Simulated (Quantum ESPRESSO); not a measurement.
MgO: zone-centre phonons and dielectric response under several settings

```
Mg O
1.0
     0.00000    2.09700    2.09700
     2.09700    0.00000    2.09700
     2.09700    2.09700    0.00000
Mg O
1 1
Direct
  0.00000 0.00000 0.00000
  0.50000 0.50000 0.50000
```

The cell is a database's computed one.

All runs used Quantum ESPRESSO 7.5; k mesh 6 × 6 × 6, shifted; relaxed cell; no spin polarisation; cutoff 1143 eV; occupations smeared at first, fixed for the response.

```tsv
level	potentials	volume (Å³/atom)	pressure (GPa)	lowest optical mode without the field (cm⁻¹)	highest mode with the field (cm⁻¹)	ε∞ (mean)	ε0 (mean)	Born charge of atom 1 (e)
LDA	PseudoDojo 0.4.1 SR LDA standard	9.00	0.0	409	718	3.17	9.7	1.97
PBE	PseudoDojo 0.4.1 SR PBE standard	9.61	0.1	372	684	3.23	10.9	2.00
PBEsol	PseudoDojo 0.4.1 SR PBEsol standard	?	0.0	?	?	?	?	?
WC	PseudoDojo 0.4.1 SR PBE standard	9.40	0.1	388	694	3.24	10.3	1.99
```

What stands in the row left open?

Volume 9.35 Å³/atom; lowest optical mode without the field 386 cm⁻¹; highest mode with the field 694 cm⁻¹; ε∞ 3.23; ε0 10.4; Born charge of atom 1 1.99 e.

Caveats: before the sum rule the acoustic modes lie tens of cm⁻¹ from zero, a sign that the density grid also shifts the optical modes (some runs); the potentials were made for another functional, which shifts forces and pressure (some runs).
